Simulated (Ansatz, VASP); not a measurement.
## One calculation of Mg, two programs

The input INCAR:

```
  PREC = Accurate
  ENCUT = 520
  EDIFF = 1E-7
  ISMEAR = 0
  SIGMA = 0.1
  LREAL = F
  LASPH = T
  NELM = 100
  ALGO = Fast
  ISIF = 2
  LWAVE = F
  LCHARG = T
  GGA = PS
  LELF = T
  LVHAR = T
  NBANDS = 7
```

Contents of KPOINTS:

```
regular mesh
0
Gamma
  8 8 8
```

POSCAR

```
Mg
1.0
    0.0000000000      2.2442560000      2.2442560000
    2.2442560000      0.0000000000      2.2442560000
    2.2442560000      2.2442560000      0.0000000000
Mg
1
Direct
    0.0000000000      0.0000000000      0.0000000000
```

Input for Ansatz:

```yaml
crystal:
  lattice:
    - [0.0, 2.244256, 2.244256]
    - [2.244256, 0.0, 2.244256]
    - [2.244256, 2.244256, 0.0]
  atoms:
    - { symbol: Mg, position: [0.0, 0.0, 0.0] }
basis:
  ecutwfc: 420
kpoints:
  mp_grid: { grid: [8, 8, 8] }
hamiltonian:
  xc: pbesol
scf:
  occupations: { method: gaussian, width: 0.1 }
output:
  forces: true
  stress: true
  eigenvalues: true
```

This isn't the form of Mg at room conditions, which is hcp.

Alike in both runs: task single point; functional PBEsol; k mesh 8 × 8 × 8; occupations gaussian, width 0.1 eV; no spin polarisation.

|  | VASP | Ansatz |
| --- | --- | --- |
| version | VASP 6.6.1 | Ansatz 0.2.0 |
| potentials or method | VASP PAW PBE potentials, release 64 (Mg) | scalar-relativistic, plane waves, PAW |
| plane-wave cutoff (eV) | 520 | 420 |
| valence electrons in the cell | 2 | 10 |

```csv
,VASP,Ansatz,Ansatz less VASP
gap on the k mesh at the Fermi level (eV),none,none,-
pressure (GPa),0.2,0.2,+0.05
```

A gap of «none» marks a metal or a gap that the smearing closes. The two sets of potentials don't hold the same shells in valence.

Caveats: the PAW data sets were made with another functional, which shifts forces and pressure a little (VASP).
